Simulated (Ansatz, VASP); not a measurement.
# Two plane-wave programs on GaP

```xyz
2
Lattice="0.0000 2.7252 2.6980 2.7252 0.0000 2.6980 2.7252 2.7252 0.0000" Properties=species:S:1:pos:R:3 pbc="T T T"
Ga    0.0000    0.0000    0.0000
P     1.3626    1.3626    1.3490
```

Change from the starting cell: z stretched by -1 %, ions relaxed.

Alike in both runs: functional PBE; k mesh 14 × 14 × 14; occupations fermi-dirac, width 0.02 eV; no spin polarisation.

Ansatz relaxed the structure, and its values are those at the end. VASP's run is a single point on that final structure, the one shown.

|  | VASP | Ansatz |
| --- | --- | --- |
| version | VASP 6.6.1 | Ansatz 0.2.0 |
| potentials or method | VASP PAW PBE potentials, release 64 (Ga_d, P) | plane-wave PAW, scalar-relativistic |
| plane-wave cutoff (eV) | 520 | 420 |
| valence electrons in the cell | 18 | 18 |

Ansatz gave:

```
gap on the k mesh at the Fermi level (eV) : 1.48
pressure (GPa)                            : 3.4
```

**Question.** What did VASP give for the same quantities?

**Answer.** gap on the k mesh at the Fermi level (eV): 1.48; pressure (GPa): 3.3.

The functional is the same, so the differences come from potentials, cutoffs and numerics. Ansatz warned: «stress_scf_threshold_loose».

A k mesh can miss the band edges.
